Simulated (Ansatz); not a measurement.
**Molybdenum, simple cubic under RPBE: structure, energy and stiffness**

The plan for molybdenum in the simple cubic structure: relax it, solve it on a dense k-mesh, then scale the cell to 7 volumes from 88 to 112 % of the relaxed one and try a fit of the equation of state. Spin polarisation is left out. The k-meshes are 12×12×12 for the relaxation; 20×20×20 for the dense run; 13×13×13 for the volumes.

This is Mo in the simple cubic structure; at room conditions it is bcc.

Computed with Ansatz 0.2.0 (DFT RPBE, plane waves (420 eV) with PAW, scalar-relativistic; PBE-made PAW files, unless a step says otherwise).

### 1 The system as given

The structure is cubic, space group Pm-3m (No. 221). Conventional cell: a = 2.563 Å, b = 2.563 Å, c = 2.563 Å, α = 90.00°, β = 90.00°, γ = 90.00°. Mo (site symmetry m-3m) has 6 Mo at 2.56 Å as nearest neighbours.

As a file:

```cif
data_structure
_symmetry_space_group_name_H-M 'P 1'
_symmetry_Int_Tables_number 1
_cell_length_a 2.5629
_cell_length_b 2.5629
_cell_length_c 2.5629
_cell_angle_alpha 90.000
_cell_angle_beta 90.000
_cell_angle_gamma 90.000
_cell_volume 16.83
loop_
_atom_site_label
_atom_site_type_symbol
_atom_site_fract_x
_atom_site_fract_y
_atom_site_fract_z
_atom_site_occupancy
Mo1 Mo 0.00000 0.00000 0.00000 1
```

### 2 Relaxing cell and atoms

input.yaml

```yaml
crystal:
  lattice:
    - [2.5629259694, 0.0, 0.0]
    - [0.0, 2.5629259694, 0.0]
    - [0.0, 0.0, 2.5629259694]
  atoms:
    - { symbol: Mo, position: [0.0, 0.0, 0.0] }
hamiltonian:
  xc: rpbe
  pseudopotentials:
    kind: paw
    azcp:
      Mo: "pseudopotentials/Mo.paw.azcp"
basis:
  ecutwfc: 420
  fft_grid_basis: typed
kpoints:
  mp_grid: { grid: [12, 12, 12], shift: [0, 0, 0] }
magnetization:
  spin_polarized: false
scf:
  occupations: { method: fermi_dirac, width: 0.1 }
relax:
  max_steps: 60
  f_tol: 0.01
  cell: {}
```

After this run come: Dense single point; The cell scaled to 88 % of its volume; The cell scaled to 92 % of its volume; The cell scaled to 96 % of its volume; The cell scaled to 100 % of its volume; The cell scaled to 104 % of its volume; The cell scaled to 108 % of its volume; The cell scaled to 112 % of its volume.

What does the calculation give? Wanted: space group; conventional cell; volume; shortest distance; gap on the mesh; relative to bcc; highest ELF outside the cores; V₀, B₀, B₀′.

**Answer**, as computed:

| quantity | value |
| --- | --- |
| space group (spins left aside) | Pm-3m (No. 221) |
| conventional cell | a = 2.618 Å |
| volume | 17.936 Å³/atom |
| shortest distance | 2.618 Å |
| gap on the mesh | none (levels filled in part) |
| relative to bcc | +1142 meV/atom |
| highest ELF outside the cores | 0.48, 1.85 Å from the nearest atom |
| V₀, B₀, B₀′ | 17.823 Å³/atom, 185 GPa, 4.3 |

The relaxation enlarged the cell by 6.5 % in volume. Against the reference form of molybdenum (bcc, computed apart with the same settings) it stands 1142 meV/atom higher. Levels at the Fermi energy are filled in part, as in a metal. The fitted modulus is 185 GPa. Relaxation kept the symmetry; phonons were not checked.
